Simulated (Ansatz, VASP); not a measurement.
Given: the input of a run of VASP 6.6.1 on Mg.

Contents of INCAR:

```
ALGO = Normal
EDIFF = 1E-7
EDIFFG = -0.01
ENCUT = 600
GGA = PE
IBRION = 2
ISIF = 3
ISMEAR = -1
LASPH = T
LCHARG = F
LREAL = F
LWAVE = F
NELM = 80
NSW = 80
PREC = Accurate
SIGMA = 0.05
```

KPOINTS

```
k-points
0
Gamma
  10 10 5
```

File POSCAR:

```
Mg
1.0
    3.2093000000      0.0000000000      0.0000000000
   -1.6046500000      2.7793353284      0.0000000000
    0.0000000000      0.0000000000      5.2103000000
Mg
2
Direct
    0.6666666667      0.3333333333      0.7500000000
    0.3333333333      0.6666666667      0.2500000000
```

Potentials or basis: VASP PAW PBE potentials, release 64 (Mg).

Launch:

```console
$ cat potpaw_PBE.64/Mg/POTCAR > POTCAR
$ mpirun -np 1 vasp_std > vasp.out
```

Question: Set up the same calculation for Ansatz 0.2.0. Potentials there: all-electron LAPW, scalar-relativistic.

Answer: As run (the cutoff follows the program's own potentials):

File input.yaml:

```yaml
crystal:
  lattice:
    - [3.2093, 0.0, 0.0]
    - [-1.60465, 2.7793353284, 0.0]
    - [0.0, 0.0, 5.2103]
  atoms:
    - { symbol: Mg, position: [0.6666666667, 0.3333333333, 0.75] }
    - { symbol: Mg, position: [0.3333333333, 0.6666666667, 0.25] }
kpoints:
  mp_grid: { grid: [10, 10, 5] }
scf:
  occupations: { method: fermi_dirac, width: 0.05 }
hamiltonian:
  xc: pbe
  pseudopotentials: { kind: all_electron, lapw: { basis_error: 0.001 } }
output:
  forces: true
  stress: true
relax:
  f_tol: 0.01
  max_steps: 60
  cell: {}
```

Potentials or basis: all-electron LAPW, scalar-relativistic.

Command:

```console
$ ansatz run input.yaml --threads 1 --pin off --max-ram 3072MiB --backend cpu --events-out ev --progress --plain --runs-dir out
```

Both were run:

|  | VASP | Ansatz | Ansatz less VASP |
| --- | --- | --- | --- |
| relaxed volume (Å³/atom) | 22.93 | 23.01 | +0.087 |
| relaxed cell length with the largest relative difference (Å) | 5.289 | 5.297 | +0.0076 |
| energy change over the relaxation (meV/atom) | -3 | -3 | +0.2 |

Ansatz ran all-electron here, so the differences hold the error of VASP's frozen core and of both bases.
